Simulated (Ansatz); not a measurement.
RbBr: consecutive steps of a trajectory

These are results of DFT PBEsol, scalar-relativistic, plane waves, PAW in Ansatz, not measurements. Cutoff 420 eV, Γ-centred 1×1×1 k-points, Fermi–Dirac smearing of 0.1 eV. The mesh is coarse. No spin polarisation.

16 atoms, starting at 1.04 times the perfect crystal's volume (space group Fm-3m, the cell as given, not relaxed at this level); Langevin thermostat and barostat at 1200 K (friction 0.02 fs⁻¹), target pressure 2 GPa; 94 steps of 3 fs. The run is short and not equilibrated. The steps keep the starting cell's plane waves.

Positions in Å, velocities in 0.01 Å/fs, forces in eV/Å; dE is the potential energy from the first frame shown.

```xyz
16
Lattice="0.0000 6.8879 -6.8879 -6.8879 0.0000 -6.8879 -6.8879 6.8879 0.0000" Properties=species:S:1:pos:R:3:v100:R:3:forces:R:3 pbc="T T T" time_fs=93.00 dE_eV=0.0000 T_K=1080
Rb   -3.0220    3.4526   -7.0710    0.3871   -0.0041   -0.4413   -0.3767   -0.2729    1.3896
Rb   -3.3476    0.0541   -3.3272    0.1058    0.1110   -0.1952   -0.0997    0.3573   -0.5022
Rb   -0.1799    3.4272   -3.2552    0.1187   -0.3563   -0.1213    0.3140    0.0531   -1.1129
Rb   -0.0347   -0.0725   -0.0842   -0.0170    0.0208   -0.0698    0.2198    0.0559    0.0159
Rb   -7.1533    6.7806   -6.8128    0.2988   -0.0179    0.1838    0.1975    0.0433   -0.7060
Rb   -7.3032    3.2418   -3.3237   -0.2575   -0.5242    0.1793    0.3425    0.1218   -0.4750
Rb   -3.4724    6.7766   -3.8035    0.0199    0.1089   -0.4847   -0.0449   -0.1084    0.3539
Rb   -3.2713    3.1355   -0.1222   -0.8281   -0.4570   -0.4180   -1.1537    0.4739    0.1570
Br   -6.6977    6.8598  -10.3273   -0.2136   -0.2925    0.0196   -0.3888    0.0080   -0.1411
Br   -7.2834    3.4766   -7.2591    0.1723    0.5112    0.0895    0.9026   -0.0843    1.1069
Br   -3.4866    6.9081   -7.0766   -0.6208   -0.0333   -0.5630    0.0535   -0.3155    0.4435
Br   -3.4464    3.3097   -3.3990   -0.6090   -0.3435    0.3287   -0.1668    0.3543   -0.1799
Br  -10.5118   10.8214   -9.8149    0.0211    0.4691    0.0723   -0.2559   -0.5985   -1.2813
Br  -10.3748    6.9502   -6.7825   -0.3375    0.4468    0.1519   -0.1705   -0.0270   -0.2026
Br   -6.8141   10.3219   -7.1493   -0.2369    0.2599   -0.3618    0.3784    0.0079    0.3728
Br   -6.9336    6.9223   -3.8187    0.0453   -0.0002   -0.5452    0.2488   -0.0689    0.7613
16
Lattice="0.0000 6.8884 -6.8884 -6.8884 0.0000 -6.8884 -6.8884 6.8884 0.0000" Properties=species:S:1:pos:R:3:v100:R:3:forces:R:3 pbc="T T T" time_fs=96.00 dE_eV=0.0449 T_K=1191
Rb   -3.0109    3.4511   -7.0810    0.3678   -0.1117   -0.1910   -0.4240   -0.2801    1.4102
Rb   -3.3448    0.0592   -3.3361    0.0974    0.2280   -0.3764   -0.1006    0.3613   -0.5185
Rb   -0.1800    3.4146   -3.2587   -0.1252   -0.4992   -0.0933    0.2960    0.0632   -1.0773
Rb   -0.0351   -0.0710   -0.0863   -0.0087    0.0844   -0.0713    0.2153    0.0671    0.0166
Rb   -7.1455    6.7804   -6.8088    0.2585   -0.0255    0.1152    0.1601    0.0381   -0.7785
Rb   -7.3114    3.2256   -3.3195   -0.2545   -0.5684    0.1171    0.3436    0.1259   -0.5250
Rb   -3.4725    6.7789   -3.8202   -0.0107    0.0094   -0.6112   -0.0448   -0.1209    0.3601
Rb   -3.2951    3.1212   -0.1380   -0.7410   -0.5124   -0.6352   -1.0168    0.5139    0.1673
Br   -6.7006    6.8517  -10.3284    0.0560   -0.2798   -0.0375   -0.3939    0.0025   -0.1473
Br   -7.2805    3.4903   -7.2577    0.0558    0.3831    0.0405    0.7806   -0.1053    1.0923
Br   -3.5028    6.9060   -7.0933   -0.4421   -0.1405   -0.5201    0.0637   -0.3365    0.4677
Br   -3.4637    3.3009   -3.3879   -0.5270   -0.2594    0.4298   -0.1459    0.3802   -0.2089
Br  -10.5101   10.8391   -9.8159    0.1487    0.6556   -0.0909   -0.2733   -0.6252   -1.2916
Br  -10.3862    6.9619   -6.7759   -0.3742    0.2969    0.3182   -0.1449   -0.0283   -0.2139
Br   -6.8218   10.3320   -7.1652   -0.2453    0.3666   -0.6661    0.4262    0.0077    0.4146
Br   -6.9336    6.9252   -3.8355   -0.0136    0.1554   -0.5576    0.2585   -0.0636    0.8324
16
Lattice="0.0000 6.8891 -6.8891 -6.8891 0.0000 -6.8891 -6.8891 6.8891 0.0000" Properties=species:S:1:pos:R:3:v100:R:3:forces:R:3 pbc="T T T" time_fs=99.00 dE_eV=0.0905 T_K=1181
Rb   -3.0024    3.4464   -7.0845    0.2195   -0.2255   -0.0033   -0.4753   -0.2776    1.3750
Rb   -3.3442    0.0639   -3.3537   -0.0385    0.0812   -0.7769   -0.0986    0.3646   -0.5158
Rb   -0.1847    3.3999   -3.2640   -0.1905   -0.5018   -0.2406    0.2895    0.0781   -1.0504
Rb   -0.0364   -0.0702   -0.0902   -0.0781   -0.0316   -0.1861    0.2126    0.0762    0.0181
Rb   -7.1368    6.7788   -6.8083    0.3655   -0.1264   -0.0406    0.1284    0.0337   -0.8550
Rb   -7.3190    3.2124   -3.3168   -0.2063   -0.3317    0.0847    0.3381    0.1238   -0.5814
Rb   -3.4756    6.7779   -3.8359   -0.1718   -0.1181   -0.4109   -0.0427   -0.1289    0.3606
Rb   -3.3163    3.1041   -0.1540   -0.6508   -0.6435   -0.4328   -0.8969    0.5532    0.1863
Br   -6.6991    6.8428  -10.3313    0.0850   -0.3595   -0.0968   -0.4073    0.0006   -0.1539
Br   -7.2769    3.5030   -7.2602    0.2289    0.4415   -0.1631    0.6747   -0.1262    1.0838
Br   -3.5136    6.9015   -7.1125   -0.2528   -0.2038   -0.7133    0.0720   -0.3583    0.4873
Br   -3.4796    3.2912   -3.3773   -0.5076   -0.4089    0.3001   -0.1330    0.4088   -0.2417
Br  -10.5090   10.8587   -9.8200   -0.0095    0.5792   -0.1169   -0.2771   -0.6670   -1.2506
Br  -10.3955    6.9700   -6.7684   -0.1824    0.2017    0.2258   -0.1243   -0.0291   -0.2318
Br   -6.8290   10.3413   -7.1858   -0.1882    0.1824   -0.6544    0.4691    0.0086    0.4644
Br   -6.9357    6.9303   -3.8551   -0.0808    0.1414   -0.7221    0.2706   -0.0603    0.9051
16
Lattice="0.0000 6.8906 -6.8906 -6.8906 0.0000 -6.8906 -6.8906 6.8906 0.0000" Properties=species:S:1:pos:R:3:v100:R:3:forces:R:3 pbc="T T T" time_fs=102.00 dE_eV=0.1301 T_K=1037
Rb   -2.9978    3.4367   -7.0863    0.1276   -0.4715   -0.0136   -0.5268   -0.2667    1.3245
Rb   -3.3487    0.0646   -3.3731   -0.2158   -0.0308   -0.4671   -0.0902    0.3732   -0.5135
Rb   -0.1925    3.3868   -3.2736   -0.3239   -0.4246   -0.3471    0.2863    0.0899   -1.0128
Rb   -0.0380   -0.0710   -0.0951   -0.0257   -0.0209   -0.1398    0.2080    0.0846    0.0191
Rb   -7.1303    6.7764   -6.8142    0.1691   -0.1284   -0.2530    0.1047    0.0335   -0.9097
Rb   -7.3253    3.2012   -3.3159   -0.1054   -0.4639    0.0214    0.3254    0.1219   -0.6275
Rb   -3.4827    6.7747   -3.8464   -0.2526   -0.1935   -0.2320   -0.0405   -0.1350    0.3490
Rb   -3.3364    3.0868   -0.1682   -0.6350   -0.5537   -0.5101   -0.7879    0.5939    0.2035
Br   -6.6982    6.8339  -10.3369    0.0708   -0.3358   -0.1221   -0.4246    0.0024   -0.1605
Br   -7.2735    3.5171   -7.2653    0.1013    0.4511   -0.0691    0.5791   -0.1507    1.0633
Br   -3.5193    6.8991   -7.1350   -0.0777   -0.0587   -0.6794    0.0780   -0.3854    0.5186
Br   -3.4932    3.2771   -3.3713   -0.3495   -0.5768    0.1495   -0.1278    0.4415   -0.2680
Br  -10.5133   10.8788   -9.8239   -0.1249    0.6016    0.0020   -0.2704   -0.7206   -1.1968
Br  -10.4056    6.9784   -6.7642   -0.3331    0.2548    0.1530   -0.1083   -0.0344   -0.2527
Br   -6.8401   10.3486   -7.2032   -0.4544    0.1563   -0.4003    0.5128    0.0111    0.5042
Br   -6.9424    6.9348   -3.8747   -0.2640    0.0559   -0.5297    0.2823   -0.0591    0.9594
16
Lattice="0.0000 6.8918 -6.8918 -6.8918 0.0000 -6.8918 -6.8918 6.8918 0.0000" Properties=species:S:1:pos:R:3:v100:R:3:forces:R:3 pbc="T T T" time_fs=105.00 dE_eV=0.1599 T_K=1039
Rb   -2.9958    3.4222   -7.0854    0.0400   -0.5342    0.1628   -0.5870   -0.2449    1.2495
Rb   -3.3569    0.0650   -3.3865   -0.2888    0.0536   -0.3881   -0.0731    0.3821   -0.5283
Rb   -0.1988    3.3735   -3.2839   -0.0927   -0.5004   -0.2981    0.2844    0.0989   -0.9648
Rb   -0.0357   -0.0734   -0.0964    0.1735   -0.1385    0.0510    0.1939    0.0934    0.0159
Rb   -7.1262    6.7734   -6.8256    0.1905   -0.1541   -0.4202    0.0872    0.0392   -0.9248
Rb   -7.3276    3.1886   -3.3177    0.0423   -0.4158   -0.0982    0.3061    0.1283   -0.6626
Rb   -3.4905    6.7713   -3.8529   -0.2278   -0.1170   -0.1571   -0.0408   -0.1396    0.3290
Rb   -3.3535    3.0752   -0.1822   -0.4600   -0.2622   -0.4201   -0.7018    0.6231    0.2290
Br   -6.6986    6.8263  -10.3436   -0.0128   -0.2564   -0.1972   -0.4423    0.0004   -0.1646
Br   -7.2700    3.5313   -7.2684    0.2216    0.4534   -0.0481    0.5045   -0.1762    1.0298
Br   -3.5226    6.8984   -7.1592   -0.0968   -0.0712   -0.8476    0.0820   -0.4069    0.5712
Br   -3.5029    3.2593   -3.3642   -0.2552   -0.6496    0.3615   -0.1268    0.4828   -0.2988
Br  -10.5191   10.8987   -9.8293   -0.1299    0.5947   -0.2424   -0.2527   -0.7893   -1.1209
Br  -10.4193    6.9851   -6.7615   -0.4552    0.1074    0.1103   -0.0872   -0.0429   -0.2722
Br   -6.8552   10.3559   -7.2179   -0.4675    0.1992   -0.4927    0.5620    0.0112    0.5348
Br   -6.9507    6.9366   -3.8905   -0.2047   -0.0195   -0.4711    0.2918   -0.0597    0.9777
16
Lattice="0.0000 6.8916 -6.8916 -6.8916 0.0000 -6.8916 -6.8916 6.8916 0.0000" Properties=species:S:1:pos:R:3:v100:R:3:forces:R:3 pbc="T T T" time_fs=108.00 dE_eV=0.1926 T_K=970
Rb   -2.9940    3.4077   -7.0805    0.0752   -0.4300    0.1416   -0.6526   -0.2197    1.1612
Rb   -3.3645    0.0652   -3.3980   -0.2260   -0.0381   -0.3858   -0.0561    0.4062   -0.5502
Rb   -0.2026    3.3556   -3.2929   -0.1610   -0.6878   -0.3100    0.2828    0.1170   -0.9134
Rb   -0.0304   -0.0796   -0.0953    0.1826   -0.2728    0.0268    0.1735    0.1057    0.0129
Rb   -7.1210    6.7685   -6.8342    0.1408   -0.1570   -0.1732    0.0717    0.0490   -0.9417
Rb   -7.3255    3.1777   -3.3207    0.0823   -0.3035   -0.1080    0.2863    0.1340   -0.6909
Rb   -3.4999    6.7639   -3.8598   -0.4050   -0.3646   -0.3074   -0.0361   -0.1409    0.3097
Rb   -3.3665    3.0671   -0.1952   -0.4153   -0.2673   -0.4429   -0.6330    0.6400    0.2606
Br   -6.6999    6.8193  -10.3481   -0.0917   -0.1911   -0.1286   -0.4568   -0.0049   -0.1678
Br   -7.2641    3.5456   -7.2684    0.1540    0.5053    0.0320    0.4459   -0.2036    0.9920
Br   -3.5257    6.8961   -7.1835   -0.1162   -0.0656   -0.7879    0.0863   -0.4183    0.6303
Br   -3.5100    3.2444   -3.3561   -0.2249   -0.3355    0.1729   -0.1270    0.5194   -0.3327
Br  -10.5206   10.9181   -9.8346    0.0023    0.7199   -0.1321   -0.2320   -0.8742   -1.0321
Br  -10.4318    6.9895   -6.7566   -0.4036    0.2053    0.2026   -0.0650   -0.0526   -0.2913
Br   -6.8695   10.3600   -7.2291   -0.4967    0.1040   -0.2736    0.6134    0.0088    0.5594
Br   -6.9558    6.9402   -3.9037   -0.1493    0.2784   -0.4232    0.2987   -0.0661    0.9942
16
Lattice="0.0000 6.8901 -6.8901 -6.8901 0.0000 -6.8901 -6.8901 6.8901 0.0000" Properties=species:S:1:pos:R:3:v100:R:3:forces:R:3 pbc="T T T" time_fs=111.00 dE_eV=0.2455 T_K=1187
Rb   -2.9892    3.3931   -7.0752    0.1976   -0.4869    0.1084   -0.7258   -0.1969    1.0872
Rb   -3.3707    0.0611   -3.4099   -0.2371   -0.2340   -0.4568   -0.0416    0.4790   -0.5763
Rb   -0.2078    3.3343   -3.2997   -0.1928   -0.6768   -0.1916    0.2845    0.1472   -0.8631
Rb   -0.0264   -0.0900   -0.0972    0.0845   -0.4230   -0.1576    0.1577    0.1237    0.0145
Rb   -7.1152    6.7576   -6.8382    0.1421   -0.4735   -0.1909    0.0620    0.0696   -0.9576
Rb   -7.3226    3.1702   -3.3248   -0.0019   -0.1512   -0.2162    0.2722    0.1311   -0.7100
Rb   -3.5109    6.7485   -3.8676   -0.3773   -0.5588   -0.2748   -0.0249   -0.1393    0.2936
Rb   -3.3775    3.0570   -0.2087   -0.3658   -0.3626   -0.4609   -0.5840    0.6531    0.2919
Br   -6.7019    6.8102  -10.3499   -0.1453   -0.3171   -0.1454   -0.4683   -0.0063   -0.1716
Br   -7.2608    3.5614   -7.2655   -0.0464    0.5980    0.0503    0.4033   -0.2390    0.9536
Br   -3.5289    6.8905   -7.2062   -0.1488   -0.2012   -0.8346    0.0905   -0.4261    0.6857
Br   -3.5167    3.2339   -3.3509   -0.2764   -0.3150    0.1218   -0.1291    0.5402   -0.3634
Br  -10.5168   10.9397   -9.8364    0.0948    0.8816   -0.1294   -0.2204   -0.9895   -0.9511
Br  -10.4364    6.9966   -6.7504   -0.0554    0.3680    0.1052   -0.0551   -0.0676   -0.3110
Br   -6.8826   10.3633   -7.2364   -0.4822    0.2708   -0.3207    0.6767    0.0020    0.5727
Br   -6.9561    6.9493   -3.9119    0.0210    0.4282   -0.1794    0.3021   -0.0812    1.0049
```

Question: What is the next frame? The thermostat's random kicks make it one of many possible.

Answer:
```xyz
16
Lattice="0.0000 6.8888 -6.8888 -6.8888 0.0000 -6.8888 -6.8888 6.8888 0.0000" Properties=species:S:1:pos:R:3:v100:R:3:forces:R:3 pbc="T T T" time_fs=114.00 dE_eV=0.3117 T_K=1211
Rb   -2.9837    3.3782   -7.0722    0.1301   -0.4658   -0.0018   -0.7930   -0.1738    1.0306
Rb   -3.3762    0.0555   -3.4234   -0.1692   -0.1393   -0.4882   -0.0275    0.5740   -0.6024
Rb   -0.2115    3.3152   -3.3062   -0.0517   -0.5586   -0.2848    0.2811    0.1814   -0.8157
Rb   -0.0223   -0.1038   -0.1024    0.1833   -0.5019   -0.1900    0.1437    0.1510    0.0189
Rb   -7.1087    6.7437   -6.8412    0.2017   -0.3650   -0.0987    0.0540    0.1058   -0.9653
Rb   -7.3232    3.1665   -3.3305   -0.1286   -0.0510   -0.2066    0.2639    0.1212   -0.7308
Rb   -3.5217    6.7300   -3.8753   -0.3904   -0.5873   -0.2856   -0.0102   -0.1371    0.2777
Rb   -3.3867    3.0464   -0.2224   -0.2915   -0.3038   -0.4567   -0.5476    0.6623    0.3198
Br   -6.7060    6.8028  -10.3515   -0.2108   -0.0845   -0.0906   -0.4761   -0.0068   -0.1756
Br   -7.2607    3.5815   -7.2640   -0.0395    0.7886   -0.0443    0.3686   -0.2849    0.9152
Br   -3.5307    6.8845   -7.2292   -0.0203   -0.1138   -0.7899    0.0942   -0.4315    0.7377
Br   -3.5272    3.2251   -3.3483   -0.4634   -0.2305    0.0068   -0.1245    0.5535   -0.3908
Br  -10.5114   10.9620   -9.8370    0.1306    0.7398   -0.0346   -0.2179   -1.1141   -0.8826
Br  -10.4389    7.0080   -6.7456   -0.2472    0.4823    0.1312   -0.0481   -0.0888   -0.3302
Br   -6.8945   10.3734   -7.2473   -0.3925    0.5315   -0.4914    0.7405   -0.0127    0.5878
Br   -6.9518    6.9609   -3.9175    0.1820    0.4363   -0.2449    0.2988   -0.0994    1.0055
```